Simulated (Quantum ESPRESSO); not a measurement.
# How volume moves the moments of PrTl3

Wanted: the trend of the moments of PrTl3 with volume.

Method: PBEsol; plane waves with SSSP 1.3 efficiency PBE potentials, no spin-orbit coupling, in Quantum ESPRESSO 7.5.

**1. The starting structure**

It takes space group Pm-3m (No. 221, cubic). The conventional cell has a = 4.752 Å, b = 4.752 Å, c = 4.752 Å, α = 90.00°, β = 90.00°, γ = 90.00°. Nearest to Pr lie 12 Tl at 3.36 Å. Nearest to Tl lie 4 Pr at 3.36 Å and 8 Tl at 3.36 Å. Farther neighbours are not listed.

The cell comes from the Crystallography Open Database.

The settings of this session are cheaper than careful work needs (see the inputs), so it shows what such settings give, not the properties of the crystal.

**2. Volume 0.94, ferro +**

All lengths scale alike; the factor is that of the volume. Atoms keep their fractional places. Seeded atoms are those given a starting moment.

Input file pw.in:

```
&CONTROL
  calculation = 'scf'
  prefix = 'pwscf'
  outdir = './tmp'
  pseudo_dir = './pseudo'
  disk_io = 'nowf'
  tprnfor = .true.
  tstress = .true.
/
&SYSTEM
  ibrav = 0
  celldm(1) = 8
  nat = 4
  ntyp = 2
  ecutwfc = 50
  ecutrho = 400
  nbnd = 36
  input_dft = 'pbesol'
  occupations = 'smearing'
  smearing = 'fd'
  degauss = 0.00367493
  nspin = 2
  starting_magnetization(1) = 0.1538
  starting_magnetization(2) = 0
/
&ELECTRONS
  conv_thr = 8d-09
  electron_maxstep = 150
  mixing_beta = 0.3
/
ATOMIC_SPECIES
Pr    140.9077 Pr.paw.z_13.atompaw.wentzcovitch.v1.2.upf
Tl    204.3800 Tl_pbe_v1.2.uspp.F.UPF
CELL_PARAMETERS alat
   1.0995827798113    0.0000000000000    0.0000000000000
   0.0000000000000    1.0995827798113    0.0000000000000
   0.0000000000000    0.0000000000000    1.0995827798113
ATOMIC_POSITIONS crystal
Pr      0.0000000000    0.0000000000    0.0000000000
Tl      0.0000000000    0.5000000000    0.5000000000
Tl      0.5000000000    0.0000000000    0.5000000000
Tl      0.5000000000    0.5000000000    0.0000000000
K_POINTS automatic
4 4 4 0 0 0
```

Started as:

```
> OMP_NUM_THREADS=1 mpirun -n 2 pw.x -nk 2 -in pw.in > pw.out
```

Output:

```text
Program PWSCF v.7.5 starts

     file Pr.paw.z_13.atompaw.wentzcovitch.v1.2.upf: wavefunction(s)  6S 0P 5D 0D 0F renormalized

     IMPORTANT: XC functional enforced from input :
     Exchange-correlation= PBESOL
                           (   1   4  10   8   0   0   0)
     Any further DFT definition will be discarded
     Please, verify this is what you really want

     Message from routine setup:
     using ibrav=0 with symmetry is DISCOURAGED, use correct ibrav instead

     K-points division:     npool     =       2
     Subspace diagonalization in iterative solution of the eigenvalue problem:

     bravais-lattice index     =            0
     lattice parameter (alat)  =       8.0000  a.u.
     unit-cell volume          =     680.6969 (a.u.)^3
     number of atoms/cell      =            4
     number of atomic types    =            2
     number of electrons       =        52.00
     number of Kohn-Sham states=           36
     kinetic-energy cutoff     =      50.0000  Ry
     charge density cutoff     =     400.0000  Ry
     scf convergence threshold =      8.0E-09
     mixing beta               =       0.3000
     number of iterations used =            8  plain     mixing
     Exchange-correlation= PBESOL
                           (   1   4  10   8   0   0   0)

     celldm(1)=   8.000000  celldm(2)=   0.000000  celldm(3)=   0.000000
     celldm(4)=   0.000000  celldm(5)=   0.000000  celldm(6)=   0.000000

     crystal axes: (cart. coord. in units of alat)
               a(1) = (   1.099583   0.000000   0.000000 )
               a(2) = (   0.000000   1.099583   0.000000 )
               a(3) = (   0.000000   0.000000   1.099583 )

     reciprocal axes: (cart. coord. in units 2 pi/alat)
               b(1) = (  0.909436  0.000000  0.000000 )
               b(2) = (  0.000000  0.909436  0.000000 )
               b(3) = (  0.000000  0.000000  0.909436 )

     PseudoPot. # 1 for Pr read from file:
     Pr.paw.z_13.atompaw.wentzcovitch.v1.2.upf
     Pseudo is Projector augmented-wave + core cor, Zval = 13.0

     PseudoPot. # 2 for Tl read from file:
     Tl_pbe_v1.2.uspp.F.UPF
     Pseudo is Ultrasoft + core correction, Zval = 13.0

     atomic species   valence    mass     pseudopotential
     Pr               13.00   140.90770     Pr( 1.00)
     Tl               13.00   204.38000     Tl( 1.00)

     Starting magnetic structure
     atomic species   magnetization
     Pr              0.154
     Tl              0.000

     48 Sym. Ops., with inversion, found

   Cartesian axes

     site n.     atom                  positions (alat units)
         1        Pr     tau(   1) = (   0.0000000   0.0000000   0.0000000  )
         2        Tl     tau(   2) = (   0.0000000   0.5497914   0.5497914  )
         3        Tl     tau(   3) = (   0.5497914   0.0000000   0.5497914  )
         4        Tl     tau(   4) = (   0.5497914   0.5497914   0.0000000  )

     number of k points=    10  Fermi-Dirac smearing, width (Ry)=  0.0037
                       cart. coord. in units 2pi/alat
        k(    1) = (   0.0000000   0.0000000   0.0000000), wk =   0.0156250
        k(    2) = (   0.0000000   0.0000000   0.2273590), wk =   0.0937500
        k(    3) = (   0.0000000   0.0000000  -0.4547179), wk =   0.0468750
        k(    4) = (   0.0000000   0.2273590   0.2273590), wk =   0.1875000
        k(    5) = (   0.0000000   0.2273590  -0.4547179), wk =   0.1875000
        [... 5 further k-points ...]

     Dense  grid:    91965 G-vectors     FFT dimensions: (  60,  60,  60)

     Smooth grid:    32531 G-vectors     FFT dimensions: (  40,  40,  40)

     Generating pointlists ...
     new r_m :   0.3207 (alat units)  2.5658 (a.u.) for type    1
     new r_m :   0.3207 (alat units)  2.5658 (a.u.) for type    2

     Initial potential from superposition of free atoms

     starting charge      51.9780, renormalised to      52.0000

     negative rho (up, down):  7.537E-02 7.556E-02
     Starting wfcs are   59 randomized atomic wfcs
     Checking if some PAW data can be deallocated...

     Self-consistent Calculation

     iteration #  1     ecut=    50.00 Ry     beta= 0.30
     Davidson diagonalization with overlap
     ethr =  1.00E-02,  avg # of iterations =  1.9

     negative rho (up, down):  7.619E-02 7.612E-02

     total energy              =    -934.28946201 Ry
     estimated scf accuracy    <       1.83170826 Ry

     total magnetization       =     4.00 Bohr mag/cell
     absolute magnetization    =     4.02 Bohr mag/cell

     iteration #  2     ecut=    50.00 Ry     beta= 0.30
     Davidson diagonalization with overlap
     ethr =  3.52E-03,  avg # of iterations =  7.0

     negative rho (up, down):  7.632E-02 7.623E-02

     total energy              =    -935.23542723 Ry
     estimated scf accuracy    <       4.57290921 Ry

     total magnetization       =     0.24 Bohr mag/cell
     absolute magnetization    =     0.25 Bohr mag/cell

     [... further iterations left out ...]

     iteration # 47     ecut=    50.00 Ry     beta= 0.30
     Davidson diagonalization with overlap
     ethr =  6.11E-11,  avg # of iterations =  1.3

     negative rho (up, down):  7.943E-02 7.921E-02

     total energy              =    -935.15972580 Ry
     estimated scf accuracy    <       0.00000003 Ry

     total magnetization       =     2.41 Bohr mag/cell
     absolute magnetization    =     2.42 Bohr mag/cell

     iteration # 48     ecut=    50.00 Ry     beta= 0.30
     Davidson diagonalization with overlap
     ethr =  4.93E-11,  avg # of iterations =  2.7

     negative rho (up, down):  7.943E-02 7.921E-02

     Magnetic moment per site  (integrated on atomic sphere of radius R)
     atom   1 (R=0.321)  charge= 10.8912  magn=  2.1706
     atom   2 (R=0.321)  charge= 11.8382  magn=  0.0240
     atom   3 (R=0.321)  charge= 11.8382  magn=  0.0240
     atom   4 (R=0.321)  charge= 11.8382  magn=  0.0240

     End of self-consistent calculation

     [... lines left out ...]
     the Fermi energy is    13.4631 ev

!    total energy              =    -935.15972581 Ry
     estimated scf accuracy    <          7.8E-09 Ry
     smearing contrib. (-TS)   =      -0.00960681 Ry
     internal energy E=F+TS    =    -935.15011900 Ry

     The total energy is F=E-TS. E is the sum of the following terms:
     one-electron contribution =     -42.57317616 Ry
     hartree contribution      =      69.75741445 Ry
     xc contribution           =    -197.22768953 Ry
     ewald contribution        =    -352.33440572 Ry
     one-center paw contrib.   =    -412.77226205 Ry

     total magnetization       =     2.41 Bohr mag/cell
     absolute magnetization    =     2.42 Bohr mag/cell

     convergence has been achieved in  48 iterations

     negative rho (up, down):  7.943E-02 7.921E-02

     Forces acting on atoms (cartesian axes, Ry/au):

     atom    1 type  1   force =     0.00000000    0.00000000    0.00000000
     atom    2 type  2   force =     0.00000000    0.00000000    0.00000000
     atom    3 type  2   force =     0.00000000    0.00000000    0.00000000
     atom    4 type  2   force =     0.00000000    0.00000000    0.00000000

     Total force =     0.000000     Total SCF correction =     0.000000

     Computing stress (Cartesian axis) and pressure

     negative rho (up, down):  7.943E-02 7.921E-02
          total   stress  (Ry/bohr**3)                   (kbar)     P=       29.68
   0.00020173   0.00000000   0.00000000           29.68        0.00        0.00
   0.00000000   0.00020173   0.00000000            0.00       29.68        0.00
   0.00000000   0.00000000   0.00020173            0.00        0.00       29.68

=------------------------------------------------------------------------------=
   JOB DONE.
=------------------------------------------------------------------------------=
```

Wall time 3.5 min (2 MPI ranks of Arm Neoverse V2, shared host); peak memory 1.1 GiB; 7.1 min of CPU time.

Spin moment in the atom's sphere by atom:

| atom | spin moment in the atom's sphere (μB) |
| --- | --- |
| Pr1 | 2.17 |
| Tl2 | 0.02 |
| Tl3 | 0.02 |
| Tl4 | 0.02 |

Numbers from this step:

```yaml
smearing_term_ts: 0.1307 eV
pressure: 2.967 GPa
magnetization: 2.414 μB
absolute_magnetization: 2.424 μB
final_state: ferromagnetic
```

**3. Volume 0.94, no spin polarisation**

pw.in, as its differences from that of step 2:

```diff
@@ -16,3 +16,3 @@
   ecutrho = 400
-  nbnd = 36
+  nbnd = 35
   input_dft = 'pbesol'
@@ -21,5 +21,2 @@
   degauss = 0.00367493
-  nspin = 2
-  starting_magnetization(1) = 0.1538
-  starting_magnetization(2) = 0
 /
```

Output:

```text
     [... lines left out ...]
Program PWSCF v.7.5 starts
     [... lines left out ...]
     number of atoms/cell      =            4
     [... lines left out ...]
     number of electrons       =        52.00
     number of Kohn-Sham states=           35
     kinetic-energy cutoff     =      50.0000  Ry
     charge density cutoff     =     400.0000  Ry
     scf convergence threshold =      8.0E-09
     [... lines left out ...]
     48 Sym. Ops., with inversion, found
     [... lines left out ...]
     number of k points=    10  Fermi-Dirac smearing, width (Ry)=  0.0037
     [... lines left out ...]
     iteration # 23     ecut=    50.00 Ry     beta= 0.30
     [... lines left out ...]
     the Fermi energy is    13.4211 ev
!    total energy              =    -935.12444978 Ry
     estimated scf accuracy    <          1.7E-09 Ry
     smearing contrib. (-TS)   =      -0.01191599 Ry
     [... lines left out ...]
     convergence has been achieved in  23 iterations
     [... lines left out ...]
     Total force =     0.000000     Total SCF correction =     0.000000
     [... lines left out ...]
          total   stress  (Ry/bohr**3)                   (kbar)     P=       18.52
     [... lines left out ...]
```

Run time: 65 s. Hardware: 2 MPI ranks; peak memory 0.99 GiB.

Numbers from this step:

```
smearing term TS : 0.1621 eV
pressure         : 1.852 GPa
final state      : non-magnetic (no spin polarisation)
```

**4. Volume 1.1, ferro +**

pw.in, as its differences from that of step 3:

```diff
@@ -16,3 +16,3 @@
   ecutrho = 400
-  nbnd = 35
+  nbnd = 36
   input_dft = 'pbesol'
@@ -21,2 +21,5 @@
   degauss = 0.00367493
+  nspin = 2
+  starting_magnetization(1) = 0.1538
+  starting_magnetization(2) = 0
 /
@@ -31,5 +34,5 @@
 CELL_PARAMETERS alat
-   1.0995827798113    0.0000000000000    0.0000000000000
-   0.0000000000000    1.0995827798113    0.0000000000000
-   0.0000000000000    0.0000000000000    1.0995827798113
+   1.1587316610534    0.0000000000000    0.0000000000000
+   0.0000000000000    1.1587316610534    0.0000000000000
+   0.0000000000000    0.0000000000000    1.1587316610534
 ATOMIC_POSITIONS crystal
```

Output:

```text
     [... lines left out ...]
Program PWSCF v.7.5 starts
     [... lines left out ...]
     number of atoms/cell      =            4
     [... lines left out ...]
     number of electrons       =        52.00
     number of Kohn-Sham states=           36
     kinetic-energy cutoff     =      50.0000  Ry
     charge density cutoff     =     400.0000  Ry
     scf convergence threshold =      8.0E-09
     [... lines left out ...]
     48 Sym. Ops., with inversion, found
     [... lines left out ...]
     number of k points=    10  Fermi-Dirac smearing, width (Ry)=  0.0037
     [... lines left out ...]
     iteration # 34     ecut=    50.00 Ry     beta= 0.30
     [... lines left out ...]
     Magnetic moment per site  (integrated on atomic sphere of radius R)
     atom   1 (R=0.338)  charge= 11.0099  magn=  2.2749
     atom   2 (R=0.338)  charge= 12.0097  magn=  0.0228
     atom   3 (R=0.338)  charge= 12.0097  magn=  0.0228
     atom   4 (R=0.338)  charge= 12.0097  magn=  0.0228
     [... lines left out ...]
     the Fermi energy is    11.0114 ev
!    total energy              =    -935.14896110 Ry
     estimated scf accuracy    <          1.4E-09 Ry
     smearing contrib. (-TS)   =      -0.01172014 Ry
     [... lines left out ...]
     total magnetization       =     2.50 Bohr mag/cell
     absolute magnetization    =     2.51 Bohr mag/cell
     convergence has been achieved in  34 iterations
     [... lines left out ...]
     Total force =     0.000000     Total SCF correction =     0.000000
     [... lines left out ...]
          total   stress  (Ry/bohr**3)                   (kbar)     P=      -45.21
     [... lines left out ...]
```

Wall time 3.2 min (2 MPI ranks); peak memory 1.2 GiB.

This step gave:

```yaml
smearing_term_ts: 0.1595 eV
pressure: -4.521 GPa
magnetization: 2.5 μB
absolute_magnetization: 2.509 μB
final_state: ferromagnetic
largest_moment: 2.275 μB
```

(Continued in part 2 of 2.)

[Logs and program files are shortened in this print: banners, set-up blocks, solver, clock and traceback lines can be left out without a mark of their own.]

[Logs are printed without paths, hosts, clocks, repeated set-up lines and the standing remarks that a program may print on its own settings, such as how far it seeks lower states.]

[Hosts, paths, dates, database ids (printed as entryN), source tags and the programs' standing remarks are cut or masked in the printed files.]

[Where a cell is said to come from a database of computed structures, the database is the Materials Project.]
